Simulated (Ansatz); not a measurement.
## BaTiO₃ (Pm-3m), random displacements

All numbers below come from DFT PBE, scalar-relativistic, plane waves, PAW in Ansatz 0.2.0. Cutoff 420 eV, Γ-centred 8×8×8 k-points, Gaussian smearing of 0.05 eV. Spin–orbit coupling is left out, which matters for the heavy elements here. No spin polarisation. Energies are free energies at this smearing, counted from the undisturbed cell; pressure is positive in compression.

The undisturbed cell (relaxed at this level; it needn't be the usual structure):

```yaml
crystal:
  lattice:
    - [4.01923, 0.00000, 0.00000]
    - [0.00000, 4.01923, 0.00000]
    - [0.00000, 0.00000, 4.01928]
  atoms:
    - { symbol: Ba, position: [0.00000, 0.00000, 0.00000] }
    - { symbol: Ti, position: [0.50000, 0.50000, 0.50000] }
    - { symbol: O, position: [0.50000, 0.50000, 0.00000] }
    - { symbol: O, position: [0.50000, 0.00000, 0.50000] }
    - { symbol: O, position: [0.00000, 0.50000, 0.50000] }
```

The atoms are displaced (Å, in the unstrained cell):

```tsv
atom	ux	uy	uz
Ba1	-0.002	0.050	-0.008
Ti2	0.035	-0.016	0.059
O3	-0.029	0.006	-0.070
O4	0.018	-0.062	0.027
O5	-0.021	0.023	-0.008
```

Strain (Voigt, engineering shear): (-0.0067, -0.0066, 0.0036, -0.0052, 0.0101, 0.0414).

What are the energy change, the stress and the forces?

ΔE = 17.9 meV/atom; stress (xx, yy, zz, yz, xz, xy; compression positive) (3.56, 3.43, 3.06, 0.28, -1.02, -5.19) GPa; gap on the mesh 1.85 eV.
```
atom Fx (eV/Å) Fy Fz
 Ba1       0.15  -0.40   0.16
 Ti2       0.01   0.47   0.25
  O3       0.04  -0.29   0.23
  O4      -0.20   0.65  -0.40
  O5       0.01  -0.42  -0.23
```

Symmetry holds off the tilts and polar distortions that many cubic perovskites undergo.

Cost: 1 run of about 0.86 core-minutes, on Intel Xeon Platinum 8259CL (Skylake/Cascade Lake) (shared hosts).